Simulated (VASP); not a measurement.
## Pd under changes of volume

One of the cells (14.244 Å³/atom); the others are scaled copies at fixed shape and fractional positions:

```
CELL_PARAMETERS angstrom
2.69467 0.00000 0.00000
-1.34733 2.33365 0.00000
0.00000 0.00000 4.53014
ATOMIC_POSITIONS crystal
Pd 0.33333 0.66667 0.25000
Pd 0.66667 0.33333 0.75000
```

This isn't the form of Pd at room conditions, which is fcc.

| Quantity | Value |
| --- | --- |
| Program | VASP 6.6.1 |
| Functional | LDA |
| Potentials or basis | VASP PAW LDA potentials, release 64 (Pd) |
| Cutoff | 520 eV |
| k mesh | 10 × 10 × 6 |
| Occupations | fermi-dirac, width 0.05 eV |
| Spin | no spin polarisation |

```tsv
volume (Å³/atom)	energy over the lowest point (meV/atom)	pressure (GPa)
13.674	17.07	10.1
13.959	4.01	4.7
14.244	0.00	0.0
14.529	?	?
14.813	14.90	-7.9
```

What does the run at 14.529 Å³/atom give?

Energy over the lowest point 3.95 meV/atom; pressure -4.2 GPa.

Worked out: A Birch-Murnaghan fit of order 2 (a polynomial in V^(-2/3)) to the other rows has its minimum at 14.24 Å³/atom with B0 = V·E''(V) = 225 GPa at fixed shape and positions, which overstates the stiffness. It gives 3.83 meV/atom at 14.529 Å³/atom, against the run's 3.95, and -dE/dV = -4.3 GPa, against -4.2.

Energies are extrapolated to zero smearing.
